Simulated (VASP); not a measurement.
# MoP (P-6m2) in VASP: single point with PBE

Aim: the single point of MoP with PBE.

Program: VASP 6.6.1. These are calculated values, not measurements. Logs are shortened: lines on timing, memory, paths and dates and some standing lists are left out, and cuts for length are marked.

**1. Starting point**

It takes space group P-6m2 (No. 187, hexagonal). The conventional cell has a = 3.223 Å, b = 3.223 Å, c = 3.191 Å, α = 90.00°, β = 90.00°, γ = 120.00°. Mo (site symmetry -6m2) has 6 P at 2.45 Å as nearest neighbours. Around P (site symmetry -6m2) lie 6 Mo at 2.45 Å.

**2. Single point, PBE**

INCAR reads:

```
ALGO = Fast
EDIFF = 1E-6
ENCUT = 520
GGA = PE
ISIF = 2
ISMEAR = -1
LASPH = True
LCHARG = False
LREAL = False
LWAVE = False
NBANDS = 16
NELM = 100
PREC = Accurate
SIGMA = 0.02
```

KPOINTS reads:

```
k-points
0
Gamma
  24 24 24
```

POSCAR reads:

```
MoP
1.0
    3.2230000000      0.0000000000      0.0000000000
   -1.6115000000      2.7911998764      0.0000000000
    0.0000000000      0.0000000000      3.1910000000
Mo P
1 1
Direct
    0.0000000000      0.0000000000      0.0000000000
    0.3333333333      0.6666666667      0.5000000000
```

Potentials or basis: VASP PAW PBE potentials, release 64 (Mo_sv, P).

Run with:

```console
> cat potpaw_PBE.64/Mo_sv/POTCAR potpaw_PBE.64/P/POTCAR > POTCAR
> mpirun -np 1 vasp_std > vasp.out
```

OUTCAR:

```text
EDIFF = 1E-6
   ENCUT = 520
   GGA = PE
   ISIF = 2
   ISMEAR = -1
   LASPH = True
   LREAL = False
   NELM = 100
   PREC = Accurate

 ion  position               nearest neighbor table
   1  0.000  0.000  0.000-   2 2.45   2 2.45   2 2.45   2 2.45   2 2.45   2 2.45
   2  0.333  0.667  0.500-   1 2.45   1 2.45   1 2.45   1 2.45   1 2.45   1 2.45

  LATTYP: Found a hexagonal cell.
 ALAT       =     3.2230000000
 C/A-ratio  =     0.9900713621

  Lattice vectors:

 A1 = (   3.2230000000,   0.0000000000,   0.0000000000)
 A2 = (  -1.6115000000,   2.7911998764,   0.0000000000)
 A3 = (   0.0000000000,   0.0000000000,   3.1910000000)

Analysis of symmetry for initial positions (statically):
=====================================================================
 Subroutine PRICEL returns:
 Original cell was already a primitive cell.

 Routine SETGRP: Setting up the symmetry group for a
 hexagonal supercell.

 Subroutine GETGRP returns: Found 12 space group operations
 (whereof 12 operations were pure point group operations)
 out of a pool of 24 trial point group operations.

The static configuration has the point symmetry D_3h.

Analysis of symmetry for dynamics (positions and initial velocities):
=====================================================================
 Subroutine PRICEL returns:
 Original cell was already a primitive cell.

 Routine SETGRP: Setting up the symmetry group for a
 hexagonal supercell.

 Subroutine GETGRP returns: Found 12 space group operations
 (whereof 12 operations were pure point group operations)
 out of a pool of 24 trial point group operations.

The dynamic configuration has the point symmetry D_3h.

 Subroutine INISYM returns: Found 12 space group operations
 (whereof 12 operations are pure point group operations),
 and found     1 'primitive' translations

----------------------------------------------------------------------------------------

                                     Primitive cell

  volume of cell :      28.7064

  direct lattice vectors                    reciprocal lattice vectors
     3.223000000  0.000000000  0.000000000     0.310269935  0.179134430  0.000000000
    -1.611500000  2.791199876  0.000000000     0.000000000  0.358268861  0.000000000
     0.000000000  0.000000000  3.191000000     0.000000000  0.000000000  0.313381385

  length of vectors
     3.223000000  3.223000000  3.191000000     0.358268861  0.358268861  0.313381385

  position of ions in fractional coordinates (direct lattice)
     0.000000000  0.000000000  0.000000000
     0.333333333  0.666666667  0.500000000

  ion indices of the primitive-cell ions
   primitive index   ion index
                 1           1
                 2           2

----------------------------------------------------------------------------------------

 KPOINTS: k-points

Automatic generation of k-mesh.
 Grid dimensions read from file:
 generate k-points for:   24   24   24

 Generating k-lattice:

  Cartesian coordinates                     Fractional coordinates (reciprocal lattice)
     0.012927914  0.007463935  0.000000000     0.041666667  0.000000000  0.000000000
     0.000000000  0.014927869  0.000000000     0.000000000  0.041666667  0.000000000
     0.000000000  0.000000000  0.013057558     0.000000000  0.000000000  0.041666667

  Length of vectors
     0.014927869  0.014927869  0.013057558

  Shift w.r.t. Gamma in fractional coordinates (k-lattice)
     0.000000000  0.000000000  0.000000000

 Subroutine IBZKPT returns following result:
 ===========================================

 Found    793 irreducible k-points:

 Following reciprocal coordinates:
            Coordinates               Weight
  0.000000  0.000000  0.000000      1.000000
  0.041667 -0.000000  0.000000      6.000000
  0.083333 -0.000000  0.000000      6.000000
  0.125000 -0.000000  0.000000      6.000000
  0.166667 -0.000000  0.000000      6.000000
  0.208333 -0.000000  0.000000      6.000000
[... 16 lines left out ...]
  0.416667  0.041667  0.000000     12.000000
  0.458333  0.041667  0.000000     12.000000
 [... further k-points ...]
   k-points           NKPTS =    793   k-points in BZ     NKDIM =    793   number of bands    NBANDS=     16
   number of dos      NEDOS =    301   number of ions     NIONS =      2
   total plane-waves  NPLWV =  13824
   dimension x,y,z NGX =    24 NGY =   24 NGZ =   24
   dimension x,y,z NGXF=    48 NGYF=   48 NGZF=   48
   ions per type =               1   1
   NGX,Y,Z   is equivalent  to a cutoff of  12.38, 12.38, 12.50 a.u.
   NGXF,Y,Z  is equivalent  to a cutoff of  24.76, 24.76, 25.01 a.u.
 SYSTEM =  unknown system
   PREC   = accura    normal or accurate (medium, high low for compatibility)
   ISTART =      0    job   : 0-new  1-cont  2-samecut
   ICHARG =      2    charge: 1-file 2-atom 10-const
   ISPIN  =      1    spin polarized calculation?
   LNONCOLLINEAR =      F non collinear calculations
   LSORBIT =      F    spin-orbit coupling
   LASPH  =      T    aspherical Exc in radial PAW
   ENCUT  =  520.0 eV  38.22 Ry    6.18 a.u.   5.99  5.99  5.93*2*pi/ulx,y,z
   NELM   =    100;   NELMIN=  2; NELMDL= -5     # of ELM steps
   EDIFF  = 0.1E-05   stopping-criterion for ELM
[... 8 lines left out ...]
   TEBEG  =    0.0;   TEEND  =   0.0 temperature during run
   PSTRESS=    0.0 pullay stress
   NELECT =      19.0000    total number of electrons
   NUPDOWN=      -1.0000    fix difference up-down
   EMIN   =  10.00;   EMAX   =-10.00  energy-range for DOS
   EFERMI =   0.00;   METHOD = LEGACY
   ISMEAR =    -1;   SIGMA  =   0.02  broadening in eV -4-tet -1-fermi 0-gaus
   EFERMI_NEDOS =   21; number of points for ismear=-14 and -15
   IALGO  =     68    algorithm
   IMIX   =      4    mixing-type and parameters
     AMIX     =   0.40;   BMIX     =  1.00
     AMIX_MAG =   1.60;   BMIX_MAG =  1.00
  volume/ion in A,a.u.               =      14.35        96.86
  Fermi-wavevector in a.u.,A,eV,Ry     =   1.426702  2.696076 27.694378  2.035479
  Thomas-Fermi vector in A             =   2.546951
   LORBIT       =      0    0 simple, 1 ext, 2 COOP (PROOUT), +10 PAW based schemes
   GGA     = PE    functional components
   LHFCALC =     F    Hartree Fock is set to
   AEXX    =    0.0000 exact exchange contribution
   IVDW    =     0    specifies the selected vdW correction
   LEPSILON=     F    determine dielectric tensor
   LRPA    =     F    only Hartree local field effects (RPA)
 non-spin polarized calculation
 RMM-DIIS sequential band-by-band and
  energy-cutoff  :      520.00
  volume of cell :       28.71
 maximum number of plane-waves:       798
 NGX is ok and might be reduce to    24
   NGX = 11   NGY = 11   NGZ = 11

 number of electron      18.9999999 magnetization

 Free energy of the ion-electron system (eV)
  ---------------------------------------------------
  ext. energy  EPLUGINS =         0.00000000
  ---------------------------------------------------
  free energy    TOTEN  =       -17.66645639 eV

  energy without entropy =      -17.66549014  energy(sigma->0) =      -17.66597326

 E-fermi :  11.9107     XC(G=0): -12.5976

 val. band max:       11.9106210032   @ k =   0.0000   0.0000   0.0833
 cond. band min:      11.9126842868   @ k =   0.2500   0.0833   0.3750
 fundamental gap:      0.0020632837
 Fermi energy:        11.9107065522

 k-point     1 :       0.0000    0.0000    0.0000
  band No.  band energies     occupation
      1     -49.2741      2.00000
      2     -23.4258      2.00000
      3     -23.2197      2.00000
      4     -23.2197      2.00000
      5      -2.0049      2.00000
      6       7.7435      2.00000
[... 8 lines left out ...]
     15      20.9052      0.00000
     16      20.9053      0.00000

 k-point     2 :       0.0417   -0.0000    0.0000
  band No.  band energies     occupation
      1     -49.2735      2.00000
      2     -23.4250      2.00000
      3     -23.2256      2.00000
      4     -23.2210      2.00000
      5      -1.9727      2.00000
      6       7.7330      2.00000
[... 8 lines left out ...]
     15      20.6276      0.00000
     16      21.0189      0.00000

 k-point     3 :       0.0833   -0.0000    0.0000
  band No.  band energies     occupation
      1     -49.2719      2.00000
      2     -23.4227      2.00000
      3     -23.2432      2.00000
      4     -23.2250      2.00000
      5      -1.8771      2.00000
      6       7.6757      2.00000
[... 8 lines left out ...]
     15      20.4467      0.00000
     16      21.3404      0.00000

 k-point     4 :       0.1250   -0.0000    0.0000
  band No.  band energies     occupation
      1     -49.2693      2.00000
      2     -23.4190      2.00000
      3     -23.2709      2.00000
      4     -23.2313      2.00000
      5      -1.7209      2.00000
      6       7.5129      2.00000
[... 8 lines left out ...]
     15      20.3858      0.00000
     16      21.8261      0.00000
[... 324 lines left out ...]
 k-point    22 :       0.3750    0.0417    0.0000
  band No.  band energies     occupation
      1     -49.2446      2.00000
      2     -23.5256      2.00000
      3     -23.3839      2.00000
      4     -23.2941      2.00000
      5       0.2329      2.00000
      6       5.1258      2.00000
[... 8 lines left out ...]
     15      20.9630      0.00000
     16      23.4628      0.00000

 k-point    23 :       0.4167    0.0417    0.0000
  band No.  band energies     occupation
      1     -49.2424      2.00000
      2     -23.5470      2.00000
      3     -23.3809      2.00000
      4     -23.2994      2.00000
      5       0.4835      2.00000
      6       4.8605      2.00000
[... 8 lines left out ...]
     15      20.6216      0.00000
     16      23.5906      0.00000

 k-point    24 :       0.4583    0.0417    0.0000
  band No.  band energies     occupation
      1     -49.2413      2.00000
      2     -23.5580      2.00000
      3     -23.3794      2.00000
      4     -23.3022      2.00000
      5       0.6257      2.00000
      6       4.7118      2.00000
[... 8 lines left out ...]
     15      20.4380      0.00000
     16      23.6784      0.00000

 [... further k-points ...]

------------------------ aborting loop because EDIFF is reached ----------------------------------------

  FORCE on cell =-STRESS in cart. coord.  units (eV):
  Direction    XX          YY          ZZ          XY          YZ          ZX
  --------------------------------------------------------------------------------------
  -------------------------------------------------------------------------------------
  Total        0.5161195      0.5161195      0.4385969      0.0000000      0.0000000      0.0000000
  in kB       28.8059908     28.8059908     24.4792486      0.0000000      0.0000000      0.0000000
  external PRESSURE =      27.3637434 kB  Pullay stress =       0.0000000 kB

 VOLUME and BASIS-vectors are now :
 -----------------------------------------------------------------------------
  energy-cutoff  :      520.00
  volume of cell :       28.71
      direct lattice vectors                 reciprocal lattice vectors
     3.223000000  0.000000000  0.000000000     0.310269935  0.179134430  0.000000000
    -1.611500000  2.791199876  0.000000000     0.000000000  0.358268861  0.000000000
     0.000000000  0.000000000  3.191000000     0.000000000  0.000000000  0.313381385

 POSITION                                       TOTAL-FORCE (eV/Angst)
 -----------------------------------------------------------------------------------
      0.00000      0.00000      0.00000        -0.000000      0.000000      0.000000
     -0.00000      1.86080      1.59550         0.000000      0.000000      0.000000
 -----------------------------------------------------------------------------------
    total drift:                                0.000000     -0.000000      0.000000

  FREE ENERGIE OF THE ION-ELECTRON SYSTEM (eV)
  ---------------------------------------------------
  free  energy   TOTEN  =       -17.6664563932 eV

  energy  without entropy=      -17.6654901356  energy(sigma->0) =      -17.66597326
```

Run time: 83 s. Hardware: 1 thread of Intel Xeon 6975P-C (Granite Rapids), shared host; peak memory 0.43 GiB.

What came out:

| Item | Value |
| --- | --- |
| Free energy | -17.6665 eV |
| Pressure | 2.7 GPa |
| Band gap on the k mesh | none (metal or under the smearing width) |

Levels at points of the mesh, in eV from the Fermi level:
| k point | band 8 | band 9 | band 10 | band 11 | band 12 | band 13 |
| --- | --- | --- | --- | --- | --- | --- |
| (0.00, 0.00, 0.00) | -3.29 | -0.70 | 0.29 | 0.29 | 4.14 | 4.14 |
| (0.50, 0.00, 0.00) | -3.72 | -1.26 | -0.41 | 1.73 | 2.38 | 4.66 |
| (0.00, 0.00, 0.50) | -2.71 | -1.67 | -1.67 | 1.35 | 2.95 | 2.95 |
| (0.50, 0.00, 0.50) | -4.42 | -1.03 | 1.45 | 1.86 | 3.57 | 5.08 |
